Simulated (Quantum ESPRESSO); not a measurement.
Input of a Quantum ESPRESSO 7.5 run:

Contents of pw.in:

```
&CONTROL
  calculation = 'scf'
  prefix = 'pwscf'
  outdir = './tmp'
  pseudo_dir = './pseudo'
  tprnfor = .true.
  tstress = .true.
  disk_io = 'low'
/
&SYSTEM
  ibrav = 0
  celldm(1) = 8
  nat = 2
  ntyp = 1
  ecutwfc = 56
  ecutrho = 448
  nbnd = 28
  occupations = 'smearing'
  smearing = 'fd'
  degauss = 0.00367493
  nspin = 2
  starting_magnetization(1) = 0.1176
/
&ELECTRONS
  conv_thr = 4d-10
  electron_maxstep = 120
  mixing_beta = 0.3
/
ATOMIC_SPECIES
Co    58.9332 co_pbesol_v1.2.uspp.F.UPF
CELL_PARAMETERS alat
  0.5875547979370   0.0000000000000   0.0000000000000
 -0.2937773989685   0.5088373811308   0.0000000000000
  0.0000000000000   0.0000000000000   0.9598130408116
ATOMIC_POSITIONS crystal
Co     0.3333333333    0.6666666667    0.7401390000
Co     0.6666666667    0.3333333333    0.2598610000
K_POINTS automatic
12 12 7 0 0 0
```

Contents of bands.in:

```
&CONTROL
  calculation = 'bands'
  prefix = 'pwscf'
  outdir = './tmp'
  pseudo_dir = './pseudo'
  disk_io = 'low'
  verbosity = 'high'
/
&SYSTEM
  ibrav = 0
  celldm(1) = 8
  nat = 2
  ntyp = 1
  ecutwfc = 56
  ecutrho = 448
  nbnd = 28
  occupations = 'smearing'
  smearing = 'fd'
  degauss = 0.00367493
  nspin = 2
  starting_magnetization(1) = 0.1176
/
&ELECTRONS
  conv_thr = 1d-08
  electron_maxstep = 120
  mixing_beta = 0.3
  diago_full_acc = .true.
  startingwfc = 'random'
/
ATOMIC_SPECIES
Co    58.9332 co_pbesol_v1.2.uspp.F.UPF
CELL_PARAMETERS alat
  0.5875547979370   0.0000000000000   0.0000000000000
 -0.2937773989685   0.5088373811308   0.0000000000000
  0.0000000000000   0.0000000000000   0.9598130408116
ATOMIC_POSITIONS crystal
Co     0.3333333333    0.6666666667    0.7401390000
Co     0.6666666667    0.3333333333    0.2598610000
K_POINTS crystal
60
 0.0000000000  0.0000000000  0.0000000000 1
 0.0625000000  0.0000000000  0.0000000000 1
 0.1250000000  0.0000000000  0.0000000000 1
 0.1875000000  0.0000000000  0.0000000000 1
 0.2500000000  0.0000000000  0.0000000000 1
 0.3125000000  0.0000000000  0.0000000000 1
 0.3750000000  0.0000000000  0.0000000000 1
 0.4375000000  0.0000000000  0.0000000000 1
 0.5000000000  0.0000000000  0.0000000000 1
 0.4583333333  0.0833333333  0.0000000000 1
 0.4166666667  0.1666666667  0.0000000000 1
 0.3750000000  0.2500000000  0.0000000000 1
 0.3333333333  0.3333333333  0.0000000000 1
 0.2962962963  0.2962962963  0.0000000000 1
 0.2592592593  0.2592592593  0.0000000000 1
 0.2222222222  0.2222222222  0.0000000000 1
 0.1851851852  0.1851851852  0.0000000000 1
 0.1481481481  0.1481481481  0.0000000000 1
 0.1111111111  0.1111111111  0.0000000000 1
 0.0740740741  0.0740740741  0.0000000000 1
 0.0370370370  0.0370370370  0.0000000000 1
 0.0000000000  0.0000000000  0.0000000000 1
 0.0000000000  0.0000000000  0.1250000000 1
 0.0000000000  0.0000000000  0.2500000000 1
 0.0000000000  0.0000000000  0.3750000000 1
 0.0000000000  0.0000000000  0.5000000000 1
 0.0625000000  0.0000000000  0.5000000000 1
 0.1250000000  0.0000000000  0.5000000000 1
 0.1875000000  0.0000000000  0.5000000000 1
 0.2500000000  0.0000000000  0.5000000000 1
 0.3125000000  0.0000000000  0.5000000000 1
 0.3750000000  0.0000000000  0.5000000000 1
 0.4375000000  0.0000000000  0.5000000000 1
 0.5000000000  0.0000000000  0.5000000000 1
 0.4666666667  0.0666666667  0.5000000000 1
 0.4333333333  0.1333333333  0.5000000000 1
 0.4000000000  0.2000000000  0.5000000000 1
 0.3666666667  0.2666666667  0.5000000000 1
 0.3333333333  0.3333333333  0.5000000000 1
 0.3000000000  0.3000000000  0.5000000000 1
 0.2666666667  0.2666666667  0.5000000000 1
 0.2333333333  0.2333333333  0.5000000000 1
 0.2000000000  0.2000000000  0.5000000000 1
 0.1666666667  0.1666666667  0.5000000000 1
 0.1333333333  0.1333333333  0.5000000000 1
 0.1000000000  0.1000000000  0.5000000000 1
 0.0666666667  0.0666666667  0.5000000000 1
 0.0333333333  0.0333333333  0.5000000000 1
 0.0000000000  0.0000000000  0.5000000000 1
 0.5000000000  0.0000000000  0.5000000000 1
 0.5000000000  0.0000000000  0.4000000000 1
 0.5000000000  0.0000000000  0.3000000000 1
 0.5000000000  0.0000000000  0.2000000000 1
 0.5000000000  0.0000000000  0.1000000000 1
 0.5000000000  0.0000000000  0.0000000000 1
 0.3333333333  0.3333333333  0.0000000000 1
 0.3333333333  0.3333333333  0.1250000000 1
 0.3333333333  0.3333333333  0.2500000000 1
 0.3333333333  0.3333333333  0.3750000000 1
 0.3333333333  0.3333333333  0.5000000000 1
```

Potentials or basis: GBRV 1.5 PBEsol.

The run is started by

```console
$ OMP_NUM_THREADS=1 mpirun -n 2 pw.x -nk 2 -in pw.in > pw.out
$ OMP_NUM_THREADS=1 mpirun -n 2 pw.x -nk 2 -in bands.in > bands.out
```

Estimate the largest force.

0.440 eV/Å.

Estimate the pressure.

-9.1 GPa.

Estimate the band gap on the k mesh.

none (metal or under the smearing width).

Estimate the absolute moment.

3.67 μB per cell.

Stress tensor (GPa, compression positive):
```
 -8.21   0.00   0.00
  0.00  -8.21   0.00
  0.00   0.00 -10.93
```
